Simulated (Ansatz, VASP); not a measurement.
**Cross-check of ZnO (zincite) between VASP and Ansatz**

Aim: how closely do two programs agree when they are given the same cell, functional and k mesh? The cell is taken from a series of VASP runs on this material, whose earlier steps may have relaxed, scaled or displaced it; both programs get it as it stands.

Method: plane waves, with VASP 6.6.1 beside it; relaxation of cell and atoms at PBEsol and relaxation of cell and atoms at BLYP, in Ansatz 0.2.0.

**1. The structure**

Symmetry: P6_3mc, No. 186, hexagonal system. Conventional cell: a = 3.238 Å, b = 3.238 Å, c = 5.226 Å, α = 90.00°, β = 90.00°, γ = 120.00°. Zn has 4 O at 1.97 to 1.98 Å nearest. Nearest to O lie 4 Zn at 1.97 to 1.98 Å. Farther neighbours and most contacts between anions are not listed.

Structure file:

```
Zn O
1.0
     3.23816    0.00000    0.00000
    -1.61908    2.80433    0.00000
     0.00000    0.00000    5.22646
Zn O
2 2
Direct
  0.66667 0.33333 0.00005
  0.33333 0.66667 0.50005
  0.33333 0.66667 0.87896
  0.66667 0.33333 0.37896
```

**2. VASP: relaxation of cell and atoms, PBEsol**

The relaxed volume is the usual yardstick between codes: its relative difference is about their pressure difference at one cell divided by the bulk modulus.

Lines of VASP's logs that name or quote its potential files are left out, and so is its time.

Input file INCAR:

```
SYSTEM = ZnO
PREC = Accurate
ENCUT = 520
EDIFF = 1E-06
NELM = 100
ISMEAR = 0
SIGMA = 0.03
LREAL = .FALSE.
ALGO = Normal
GGA = PS
NBANDS = 24
LORBIT = 11
LWAVE = .FALSE.
LCHARG = .FALSE.
KPAR = 8
IBRION = 2
NSW = 50
ISIF = 3
EDIFFG = -0.006
```

Input file POSCAR:

```
ZnO
1.0
    3.2381619423      0.0000000000      0.0000000000
   -1.6190809712      2.8043305036      0.0000000000
    0.0000000000      0.0000000000      5.2264561981
Zn O
2 2
Direct
    0.6666666667      0.3333333333      0.0000527707
    0.3333333333      0.6666666667      0.5000527707
    0.3333333333      0.6666666667      0.8789572293
    0.6666666667      0.3333333333      0.3789572293
```

Input file KPOINTS:

```
Automatic mesh
0
Gamma
9 9 4
0 0 0
```

The projector-augmented-wave data sets are Zn and O (PBE family, release 64).

Started as:

```
$ mpirun -np 8 vasp_std
```

Numbers of over 12 decimals in the logs are rounded to 6 here.

The log of the run:

```text
[banner, memory and clock lines left out]
running    8 mpi-ranks, on    1 nodes
 distrk:  each k-point on    1 cores,    8 groups
 distr:  one band on    1 cores,    1 groups

 POSCAR found type information on POSCAR ZnO
 POSCAR found :  2 types and       4 ions
|                                                                             |
|           W    W    AA    RRRRR   N    N  II  N    N   GGGG   !!!           |
|           W    W   A  A   R    R  NN   N  II  NN   N  G    G  !!!           |
|           W    W  A    A  R    R  N N  N  II  N N  N  G       !!!           |
|           W WW W  AAAAAA  RRRRR   N  N N  II  N  N N  G  GGG   !            |
|           WW  WW  A    A  R   R   N   NN  II  N   NN  G    G                |
|           W    W  A    A  R    R  N    N  II  N    N   GGGG   !!!           |
|                                                                             |
|     For optimal performance we recommend to set                             |
|       NCORE = 2 up to number-of-cores-per-socket                            |
|     NCORE specifies how many cores store one orbital (NPAR=cpu/NCORE).      |
|     This setting can greatly improve the performance of VASP for DFT.       |
|     The default, NCORE=1 might be grossly inefficient on modern             |
|     multi-core architectures or massively parallel machines. Do your        |
|     Unfortunately you need to use the default for GW and RPA                |
|     calculations (for HF NCORE is supported but not extensively tested      |
|     yet).                                                                   |
|                                                                             |

|                                                                             |
|               ----> ADVICE to this user running VASP <----                  |
|                                                                             |
|     You enforced a specific xc type in the INCAR file but a different       |
|     [... a line on the potential file left out ...]
|     I HOPE YOU KNOW WHAT YOU ARE DOING!                                     |
|                                                                             |

 LDA part: xc-table for (Slater+PW92), standard interpolation
 POSCAR, INCAR and KPOINTS ok, starting setup
 FFT: planning ... GRIDC
 FFT: planning ... GRID_SOFT
 FFT: planning ... GRID
 WAVECAR not read
 entering main loop
       N       E                     dE             d eps       ncg     rms          rms(c)
DAV:   1     0.281214018696E+03    0.28121E+03   -0.18427E+04  1728   0.218E+03
DAV:   2     0.509997661838E+01   -0.27611E+03   -0.26177E+03  1904   0.423E+02
DAV:   3    -0.217940828257E+02   -0.26894E+02   -0.26698E+02  2000   0.140E+02
DAV:   4    -0.222090503502E+02   -0.41497E+00   -0.41477E+00  1976   0.183E+01
DAV:   5    -0.222116243465E+02   -0.25740E-02   -0.25740E-02  1976   0.136E+00    0.141E+01
DAV:   6    -0.193079876638E+02    0.29036E+01   -0.77619E+00  3032   0.654E+01    0.910E+00
DAV:   7    -0.194519377094E+02   -0.14395E+00   -0.23799E+00  1808   0.169E+01    0.538E+00
DAV:   8    -0.194551985901E+02   -0.32609E-02   -0.59227E-01  2432   0.744E+00    0.163E+00
DAV:   9    -0.194055945170E+02    0.49604E-01   -0.11166E-01  2640   0.640E+00    0.358E-01
DAV:  10    -0.194076413021E+02   -0.20468E-02   -0.41948E-02  1752   0.146E+00    0.121E-01
DAV:  11    -0.194076095827E+02    0.31719E-04   -0.96211E-04  2320   0.367E-01    0.285E-02
DAV:  12    -0.194076381980E+02   -0.28615E-04   -0.56662E-05  2360   0.141E-01    0.228E-02
DAV:  13    -0.194076346077E+02    0.35903E-05   -0.14155E-05  2400   0.864E-02    0.865E-03
DAV:  14    -0.194076343623E+02    0.24533E-06   -0.57418E-06  1792   0.294E-02
   1 F= -.19407634E+02 E0= -.19407634E+02  d E =-.194076E+02
 curvature:   0.00 expect dE= 0.000E+00 dE for cont linesearch  0.000E+00
 trial: gam= 0.00000 g(F)=  0.908E-06 g(S)=  0.372E-04 ort = 0.000E+00 (trialstep = 0.100E+01)
 search vector abs. value=  0.381E-04
 bond charge predicted
       N       E                     dE             d eps       ncg     rms          rms(c)
DAV:   1    -0.194081162691E+02   -0.48166E-03   -0.72125E-03  2040   0.158E+00    0.163E-01
DAV:   2    -0.194076799456E+02    0.43632E-03   -0.16222E-03  2064   0.834E-01    0.596E-02
DAV:   3    -0.194076403652E+02    0.39580E-04   -0.29094E-05  2392   0.129E-01    0.329E-02
DAV:   4    -0.194076246325E+02    0.15733E-04   -0.17222E-05  2616   0.679E-02    0.367E-03
DAV:   5    -0.194076247663E+02   -0.13379E-06   -0.43468E-06  1808   0.206E-02
   2 F= -.19407625E+02 E0= -.19407625E+02  d E =0.959603E-05
 trial-energy change:    0.000010  1 .order   -0.000009   -0.000038    0.000019
 step:   0.6628(harm=  0.6628)  dis= 0.00007  next Energy=   -19.407647 (dE=-0.126E-04)
 reached required accuracy - stopping structural energy minimisation
```

Parts of OUTCAR (step 2):

```text
ion  position               nearest neighbor table
   1  0.667  0.333  0.000-   3 1.97   3 1.97   3 1.97   4 1.98
   2  0.333  0.667  0.500-   4 1.97   4 1.97   4 1.97   3 1.98
   3  0.333  0.667  0.879-   1 1.97   1 1.97   1 1.97   2 1.98
   4  0.667  0.333  0.379-   2 1.97   2 1.97   2 1.97   1 1.98

  LATTYP: Found a hexagonal cell.
 ALAT       =     3.2381619423
 C/A-ratio  =     1.6140194009

 Subroutine GETGRP returns: Found 12 space group operations
 (whereof  6 operations were pure point group operations)

The static configuration has the point symmetry C_3v.
 The point group associated with its full space group is C_6v.

 Found     36 irreducible k-points:

   k-points           NKPTS =     36   k-points in BZ     NKDIM =     36   number of bands    NBANDS=     24

   dimension x,y,z NGX =    24 NGY =   24 NGZ =   40
   dimension x,y,z NGXF=    48 NGYF=   48 NGZF=   80

   ENCUT  =  520.0 eV  38.22 Ry    6.18 a.u.   6.02  6.02  9.72*2*pi/ulx,y,z

   NELECT =      36.0000    total number of electrons

 k-points in reciprocal lattice and weights: Automatic mesh
   0.00000000  0.00000000  0.00000000       0.003
   0.11111111 -0.00000000  0.00000000       0.019
   0.22222222 -0.00000000  0.00000000       0.019
   0.33333333  0.00000000  0.00000000       0.019
   0.44444444 -0.00000000  0.00000000       0.019
   0.11111111  0.11111111  0.00000000       0.019
   0.22222222  0.11111111  0.00000000       0.037
   0.33333333  0.11111111  0.00000000       0.037
   0.44444444  0.11111111  0.00000000       0.019
[...]
0.33333333  0.22222222  0.50000000       0.037
   0.33333333  0.33333333  0.50000000       0.006

 average (electrostatic) potential at core
       1 -35.6214       2 -35.6214       3 -73.1686       4 -73.1686

 E-fermi :   1.3174

 k-point     1 :       0.0000    0.0000    0.0000
  band No.  band energies     occupation
    ...
     14       0.2855      2.00000
     15       0.2855      2.00000
     16       0.9989      2.00000
     17       1.0910      2.00000
     18       1.0910      2.00000
     19       1.7705      0.00000
     20       6.2215      0.00000
     21       9.1681      0.00000
     22      13.8899      0.00000
     23      13.8900      0.00000
    ...

 k-point     2 :       0.1111   -0.0000    0.0000
  band No.  band energies     occupation
    ...
     14      -0.1677      2.00000
     15       0.1192      2.00000
     16       0.3729      2.00000
     17       0.9163      2.00000
     18       1.0017      2.00000
     19       2.6545      0.00000
     20       6.7344      0.00000
     21       9.1581      0.00000
     22      12.6854      0.00000
     23      14.0091      0.00000
    ...

 k-point     3 :       0.2222   -0.0000    0.0000
  band No.  band energies     occupation
    ...
     14      -1.1753      2.00000
     15      -0.4425      2.00000
     16      -0.3010      2.00000
     17       0.6594      2.00000
     18       0.7637      2.00000
     19       3.9275      0.00000
     20       7.8093      0.00000
     21       9.1086      0.00000
     22      10.9760      0.00000
     23      12.8840      0.00000
    ...

  Total        0.0176319      0.0176319      0.0138952     -0.0000000      0.0000000      0.0000000
  in kB        0.5958730      0.5958730      0.4695918     -0.0000000      0.0000000      0.0000000
  external PRESSURE =       0.5537793 kB  Pullay stress =       0.0000000 kB

  energy-cutoff  :      520.00
  volume of cell :       47.41
      direct lattice vectors                 reciprocal lattice vectors
     3.236697407  0.000000000  0.000000000     0.308956901  0.178376350 -0.000000000
    -1.618348703  2.803062179  0.000000000    -0.000000000  0.356752700 -0.000000000
     0.000000000  0.000000000  5.225423938     0.000000000 -0.000000000  0.191372033

 POSITION                                       TOTAL-FORCE (eV/Angst)
 -----------------------------------------------------------------------------------
      1.61835      0.93435      0.00017         0.000000      0.000000      0.001595
     -0.00000      1.86871      2.61288         0.000000      0.000000      0.001595
     -0.00000      1.86871      4.59303        -0.000000     -0.000000     -0.001595
      1.61835      0.93435      1.98032        -0.000000     -0.000000     -0.001595
 -----------------------------------------------------------------------------------
    total drift:                                0.000000      0.000000     -0.000968

  FREE ENERGIE OF THE ION-ELECTRON SYSTEM (eV)
  ---------------------------------------------------
  free  energy   TOTEN  =       -19.4076247663 eV

  energy  without entropy=      -19.4076247663  energy(sigma->0) =      -19.40762477

 reached required accuracy - stopping structural energy minimisation

 total charge
# of ion       s       p       d       tot
------------------------------------------
    1        0.464   0.498   9.904  10.866
    2        0.464   0.498   9.904  10.866
    3        1.544   3.439   0.000   4.984
    4        1.544   3.439   0.000   4.984
--------------------------------------------------
tot          4.016   7.876  19.809  31.700

[... 3 further parts left out ...]
```

**3. Ansatz: relaxation of cell and atoms, PBEsol**

Ansatz runs on its default PAW (the set named soft_2) files.

The same cell, functional, mesh and smearing now go to Ansatz, which takes its cutoff from its data sets.

Input file input.yaml:

```yaml
crystal:
  lattice:
    - [3.2381619423, 0.0, 0.0]
    - [-1.6190809712, 2.8043305036, 0.0]
    - [0.0, 0.0, 5.2264561981]
  atoms:
    - { symbol: Zn, position: [0.6666666667, 0.3333333333, 5.27707e-05] }
    - { symbol: Zn, position: [0.3333333333, 0.6666666667, 0.5000527707] }
    - { symbol: O, position: [0.3333333333, 0.6666666667, 0.8789572293] }
    - { symbol: O, position: [0.6666666667, 0.3333333333, 0.3789572293] }
hamiltonian:
  xc: pbesol
  pseudopotentials: { kind: paw }
kpoints:
  mp_grid: { grid: [9, 9, 4] }
scf:
  occupations: { method: gaussian, width: 0.03 }
relax:
  f_tol: 0.01
  max_steps: 60
  cell: { stress_tol: 0.05 }
output:
  forces: true
  stress: true
```

Started as:

```
$ ansatz run input.yaml --threads 4 --pin off --max-ram 9216MiB --backend cpu --events-out ev --progress --plain --runs-dir out
```

The log of the run:

```text
Engine: ansatz 0.2.0, aarch64-unknown-linux-gnu
Pseudopotentials: kind: paw
Pseudopotential: Zn, paw, valence charge 12, recommended cutoff 420 eV (normal), Zn.paw.azcp
Pseudopotential: O, paw, valence charge 6, recommended cutoff 420 eV (normal), O.paw.azcp
Functional definition: PBEsol
  exchange = pbesol_x
  correlation = pbesol_c
Crystal: 4 atoms, lattice volume = 47.461 Å³
Basis set: ecut = 420 eV, 941 PW (Γ), exchange–correlation on 48×48×72 points (8 copies of the dense FFT grid, shifted against one another)
Bands: 22, of which v1, the nominal top of the filled ones, is band 18 counted from 1 (17 counted from 0)
Symmetry: 12 space group operations
Space group: P63mc (ITA 186), of the structure as read, at distance tolerance 3.6e-5 Å
k-points: 36 of 324 (time reversal used)
Non-local potential: Zn, projectors of the file, l = 0: 2, l = 1: 2, l = 2: 3, l = 3: 1
Non-local potential: O, projectors of the file, l = 0: 2, l = 1: 2, l = 2: 1
PAW form: soft (Blöchl's): semilocal exchange-correlation on the pseudo side does not see the compensation charge
PAW frozen core: Zn, regenerated for the run's functional, and the local potential with it (the file was generated under x = pbe(κ = 0.804, μ = 0.219515), c = pbe(β = 0.066725))
PAW frozen core: O, regenerated for the run's functional, and the local potential with it (the file was generated under x = pbe(κ = 0.804, μ = 0.219515), c = pbe(β = 0.066725))
PAW one-centre angular grid: Zn, 590 points (default); XC on 64 Gauss nodes
PAW one-centre angular grid: O, 110 points (default); XC on 64 Gauss nodes
Initial density: superposition of atomic densities (neutral atoms: chi_scale 0, normalization atom), corrected by the library's trained network
Initial wavefunctions: pseudopotential atomic-orbital guess
Functional: x = pbesol(κ = 0.804, μ = 0.123457), c = pbesol(β = 0.046)
SCF iter   1: F=—  HF=-7684.280856 eV  |F-HF|=—  |Δ(HF+E_count)|=         —  Δρ=1.58e-2  dr2=9.48e-2  ethr=1.77e-3  ⟨swp⟩=6.1  Hψ=3533  notcnv=0
preconditioner: auto → Resta (q_TF=auto, 2.605 Å⁻¹)  ε∞=7.6  [insulator: Δε(μ)=0.553 eV  Ē_g=12.564 eV  σ=0.030 eV  W_gap=1.00  n_scr=22 (ndim 8)  ℏωp=32.3 eV  f_vac=0.034  D(μ)=0.00/eV (n_scr^D=0)  ε∞_Penn≈7.6]
SCF iter   2: F=—  HF=-7684.256209 eV  |F-HF|=—  |Δ(HF+E_count)|=   2.46e-2  Δρ=2.08e-3  dr2=1.01e-3  ethr=2.63e-4  ⟨swp⟩=3.0  Hψ=1849  notcnv=0
SCF iter   3: F=—  HF=-7684.256212 eV  |F-HF|=—  |Δ(HF+E_count)|=   3.03e-6  Δρ=1.16e-3  dr2=4.80e-4  ethr=2.79e-6  ⟨swp⟩=1.1  Hψ=828  notcnv=0
SCF iter   4: F=—  HF=-7684.256215 eV  |F-HF|=—  |Δ(HF+E_count)|=   3.79e-6  Δρ=2.59e-4  dr2=2.11e-5  ethr=1.33e-6  ⟨swp⟩=2.0  Hψ=1365  notcnv=0
SCF iter   5: F=—  HF=-7684.256234 eV  |F-HF|=—  |Δ(HF+E_count)|=   1.86e-5  Δρ=1.48e-4  dr2=8.66e-6  ethr=5.85e-8  ⟨swp⟩=2.0  Hψ=1368  notcnv=0
SCF iter   6: F=—  HF=-7684.256231 eV  |F-HF|=—  |Δ(HF+E_count)|=   3.36e-6  Δρ=2.47e-5  dr2=2.12e-7  ethr=2.40e-8  ⟨swp⟩=2.0  Hψ=1368  notcnv=0
SCF iter   7: F=-7684.256231 eV  HF=-7684.256231 eV  |F-HF|=5.36e-8  |Δ(HF+E_count)|=   3.51e-7  Δρ=9.05e-6  dr2=3.67e-8  ethr=2.78e-10  ⟨swp⟩=4.2  Hψ=2916  notcnv=0
SCF 1 converged in 7 iterations: F = -7684.256231 eV  dr2 = 3.67e-8
  greatest PAW one-centre occupation: 0.987 electrons in one spin orbital (limit 2), on the Zn atom at site 0 (counted from 0), in its partial waves of l = 2
relax step   1: F+E_penalty+E_count = -7684.25623114 eV  Δ(F+E_penalty+E_count) = +0.000e0 eV  max|allowed force component| = 3.263e-3 eV/Å  Δτ_max = 0.0000 Å  P = -1.056 GPa  Ω = 47.461 Å³  (7 SCF iters, dr2 threshold 1.00e-7 eV, accepted)
[...]
relax step   2: F+E_penalty+E_count = -7684.25794432 eV  Δ(F+E_penalty+E_count) = -1.713e-3 eV  max|allowed force component| = 2.510e-3 eV/Å  Δτ_max = 0.0001 Å  P = -0.499 GPa  Ω = 47.283 Å³  energy of the carried Pulay correction = +8.505e-4 eV  (5 SCF iters, dr2 threshold 4.00e-7 eV, accepted)
[...]
relax step   3: F+E_penalty+E_count = -7684.25894874 eV  Δ(F+E_penalty+E_count) = -1.004e-3 eV  max|allowed force component| = 5.324e-4 eV/Å  Δτ_max = 0.0000 Å  P = +0.005 GPa  Ω = 47.125 Å³  energy of the carried Pulay correction = +1.609e-3 eV  (5 SCF iters, dr2 threshold 4.00e-7 eV, accepted)
[...]
relax step   4: F+E_penalty+E_count = -7684.25756642 eV  Δ(F+E_penalty+E_count) = +1.382e-3 eV  max|allowed force component| = 5.328e-4 eV/Å  Δτ_max = 0.0000 Å  P = -0.045 GPa  Ω = 47.125 Å³  stress off target by 5.10e-2 GPa  SCF on the basis re-selected at this cell (its energy is not comparable with the rows above)  (7 SCF iters)
[...]
relax step   5: F+E_penalty+E_count = -7684.25763524 eV  Δ(F+E_penalty+E_count) = -6.882e-5 eV  max|allowed force component| = 2.621e-5 eV/Å  Δτ_max = 0.0000 Å  P = -0.001 GPa  Ω = 47.111 Å³  energy of the carried Pulay correction = +6.670e-5 eV  (4 SCF iters, dr2 threshold 6.50e-9 eV, accepted)
[...]
relax step   6: F+E_penalty+E_count = -7684.25761239 eV  Δ(F+E_penalty+E_count) = +2.285e-5 eV  max|allowed force component| = 2.642e-5 eV/Å  Δτ_max = 0.0000 Å  P = -0.002 GPa  Ω = 47.111 Å³  stress off target by 3.26e-3 GPa  SCF on the basis re-selected at this cell (its energy is not comparable with the rows above)  (5 SCF iters)
basis re-selected at this cell: Δ(F+E_penalty+E_count) = +2.285e-5 eV, ΔP = -0.001 GPa vs the last step (what re-selecting the basis moved, of the pressure what is left beyond the Pulay correction that the steps carried, after the strain that the cell walked since its last selection, with what the two solves' SCF thresholds leave and, on support functions, any second-order correction that the steps lacked; it is no m [...]
SCF converged after 5 iterations
Free energy (F): -7684.257612 eV
Harris-Foulkes:  -7684.257612 eV  (|F-HF|=1.46e-11)
Internal energy: -7684.257612 eV  (E = F + TS)
E sigma→0 (E₀):  -7684.257612 eV
Fermi energy:    7.577510 eV
--- Per-component energies (eV) ---
  E_band       = 63.856027
  E_kinetic    = 610.794211
  E_local      = -3986.054519  (includes V_loc(G=0)·N_el)
  E_nonlocal   = 1338.106826
  E_hartree    = 1633.828246
  E_xc         = -415.067600
  E_vxc        = -289.604102  (∫ρ·V_xc dr)
  E_paw        = -3894.559207  (= ΣΔE_a)
  E_vpaw       = -877.047048  (= ΣTr[D̂ρ^β])
  E_aug_tail   = 0.004185  (compensation charges beyond the density's cutoff)
  E_ewald      = -2972.975040
  E_core_change = 1.665286  (= ΣΔE_core)
  E_smearing   = -0.000000  (= −TS)
  E_closure    = -0.000000  (closes the sum)
  Σ components = -7684.257612   (vs F -7684.257612, Δ=0.00e0)
--- Forces (eV/Å), atoms counted from 1 ---
  atom   1  Zn     0.00000000     0.00000000    -0.00002761
  atom   2  Zn    -0.00000000    -0.00000000    -0.00002761
  atom   3  O      0.00000000     0.00000000     0.00002523
  atom   4  O     -0.00000000    -0.00000000     0.00002523
  max |Σ_I F_I| component: 4.77e-6 eV/Å
--- Stress (GPa, compression-positive) ---
       -0.003256       0.000000      -0.000000
       -0.000000      -0.003256      -0.000000
       -0.000000      -0.000000       0.001289
  P = ⅓ Tr σ = -0.0017 GPa (-0.017 kbar)
--- Relaxed structure (4 steps of the walk, 4 accepted, 2 SCFs on fresh bases) ---
  F+E_penalty+E_count = -7684.25761239 eV   max|allowed force component| = 2.642e-5 eV/Å   (the final SCF, on the basis selected at the relaxed cell)
  cell:  # Å, volume = 47.1112 Å³
    - [3.230035, 2.8795015466897406e-11, 0]
    - [-1.615018, 2.797293, 0]
    - [0, 0, 5.214094]
  atoms:
    - { symbol: Zn, position: [0.666667, 0.333333, 2.789329595772258e-5] }
    - { symbol: Zn, position: [0.333333, 0.666667, 0.500028] }
    - { symbol: O, position: [0.333333, 0.666667, 0.878982] }
    - { symbol: O, position: [0.666667, 0.333333, 0.378982] }
```

Elapsed: 9.7 s, on 4 threads of Arm Neoverse N1, shared host; peak memory 0.37 GiB.

**4. Side by side**

Known differences besides the potentials themselves: both relaxations stop at a tolerance, which leaves soft axes loose, and VASP keeps its plane-wave basis; the cutoff is 420 eV in Ansatz and 520 eV in VASP; Ansatz makes its cores anew for this functional, VASP keeps those of its PBE data sets; VASP leaves aspherical gradient terms in its spheres out (LASPH is not set), Ansatz keeps them; Ansatz adds a Pulay correction to the stress that steers its cell, VASP none. Total energies have different zeros and are not compared.

The two programs side by side:

| quantity | Ansatz | VASP | difference |
| --- | --- | --- | --- |
| volume (Å³) | 47.11 | 47.41 | -0.63 % |
| edge a after relaxation, in the typed setting (Å) | 3.230 | 3.237 | -0.21 % |
| edge c after relaxation, in the typed setting (Å) | 5.214 | 5.225 | -0.22 % |

The walks stopped with 0.00 GPa left in Ansatz and 0.06 GPa in VASP; each walk ends within a tolerance, so the volume difference is uncertain by about these residues over the bulk modulus, most in soft cells.

(Part 1 of 2 ends here.)

[Lines on the potential files, build, host, timing and source positions are cut from VASP's logs without a mark.]

[Logs are printed without paths, hosts, clocks, repeated set-up lines and the standing remarks that a program may print on its own settings, such as how far it seeks lower states.]

[Hosts, paths, dates, database ids (printed as entryN), source tags and the programs' standing remarks are cut or masked in the printed files.]
